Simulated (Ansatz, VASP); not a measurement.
# One calculation of FeO (Wuestite), two programs

```xyz
2
Lattice="0.0000 2.0452 2.0452 2.0452 0.0000 2.0452 2.0452 2.0452 0.0000" Properties=species:S:1:pos:R:3 pbc="T T T"
Fe    0.0000    0.0000    0.0000
O     2.0452    2.0452    2.0452
```

Alike in both runs: task single point; functional PBE; k mesh 14 × 14 × 14; occupations gaussian, width 0.05 eV; no spin polarisation.

|  | VASP | Ansatz |
| --- | --- | --- |
| version | VASP 6.6.1 | Ansatz 0.2.0 |
| potentials or method | VASP PAW PBE potentials, release 64 (Fe, O) | scalar-relativistic, plane waves, PAW |
| plane-wave cutoff (eV) | 520 | 420 |
| valence electrons in the cell | 14 | 22 |

```csv
,VASP,Ansatz,Ansatz less VASP
gap on the k mesh at the Fermi level (eV),none,none,-
pressure (GPa),1.2,0.0,-1.21
```

A gap of «none» marks a metal or a gap that the smearing closes. The two sets of potentials don't hold the same shells in valence.

Caveats: the run has no spin polarisation, though such a crystal can be magnetic; semilocal functionals often make such compounds metallic where correlation or magnetic order opens a gap, which also shifts bond lengths. Spin polarisation is off, so any magnetic state and its effect on volume and gap are missing.
